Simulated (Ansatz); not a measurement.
# Al2Ru: properties at the relaxed cell

One table from this session's results is given with a row withheld; the runs are named, their logs left out.

Method: DFT PBEsol, scalar-relativistic, plane waves, PAW, in Ansatz 0.2.0.

1 further run of the same task is left out (set aside as unsound or not needed).

## The system as given

The structure is tetragonal, space group I4/mmm (No. 139). The conventional cell has a = 3.121 Å, b = 3.121 Å, c = 8.423 Å, α = 90.00°, β = 90.00°, γ = 90.00°. Around Al (site symmetry 4mm) lie 5 Ru at 2.58 to 2.87 Å and 5 Al at 2.68 to 2.69 Å. Ru (site symmetry 4/mmm) has 10 Al at 2.58 to 2.87 Å as nearest neighbours.

Structure file:

```xyz
3
Lattice="-1.5607 1.5607 4.2116 1.5607 -1.5607 4.2116 1.5607 1.5607 -4.2116" Properties=species:S:1:pos:R:3 pbc="T T T"
Al    0.0000    0.0000    5.5515
Al    0.0000    0.0000    2.8716
Ru    0.0000    0.0000    0.0000
```

It goes back to an entry of the Materials Project, which need not be the stable form.

It is the result of an earlier relaxation at this level (volume 13.68 Å³/atom; gap on the mesh: none (metal)).

Set-up of the first run:

Contents of input.yaml:

```yaml
crystal:
  lattice:
    - [-1.5449133706, 1.5449133706, 4.1690082369]
    - [1.5449133706, -1.5449133706, 4.1690082369]
    - [1.5449133706, 1.5449133706, -4.1690082369]
  atoms:
    - { symbol: Al, position: [0.6590760825, 0.6590760825, 0.0] }
    - { symbol: Al, position: [0.3409239175, 0.3409239175, 0.0] }
    - { symbol: Ru, position: [0.0, 0.0, 0.0] }
basis:
  ecutwfc: 420
kpoints:
  mp_grid: { grid: [18, 18, 18] }
hamiltonian:
  xc: pbesol
scf:
  occupations: { method: gaussian, width: 0.1 }
output:
  forces: true
  stress: true
  eigenvalues: true
  write_density: true
  write_potential: true
  elf: true
  volumetric_format: npy
relax:
  adjacent_minimum: "off"
  f_tol: 0.01
  max_steps: 30
  cell: { stress_tol: 0.1, fix: [volume] }
```

Started as:

```sh
$ ansatz run input.yaml --threads 1 --pin off --max-ram 2560MiB --backend cpu --events-out ev --progress --plain --runs-dir out
```

Among the steps run: The cell scaled to 0.97 of its volume; Point at V/V0 = 1.03; The cell scaled to 0.94 of its volume; Point at V/V0 = 1.06; Point at V/V0 = 0.91; Volume × 1.10; Volume × 0.88.

One of the session's tables, all rows but one given; the rest of the session is left out.

It belongs to the step «Equation of state». 

```
volume (Å³/atom)  energy above the lowest point (meV/atom)  pressure (GPa)
          12.036                                     137.6           30.13
          12.447                                      72.9           20.67
          12.857                                      30.6           12.64
          13.267                                       7.2            5.80
          13.678                                       0.0            0.00
          14.088                                         ?               ?
          14.498                                      24.7           -9.12
          15.045                                      64.1          -13.70
```

Q: Estimate the row for volume (Å³/atom) = 14.088 from the others.

Worked estimate for «energy above the lowest point (meV/atom)». A straight line through the neighbours (13.678, 0.0) and (14.498, 24.7) gives 0.0 + (24.7 − 0.0) × (14.088 − 13.678) / (14.498 − 13.678) = 12.3; a parabola fitted to 4 rows on both sides gives 6.7.

As computed: energy above the lowest point (meV/atom): 6.5; pressure (GPa): -4.94. In «energy above the lowest point (meV/atom)» the line misses by +5.8 and the parabola by +0.2.
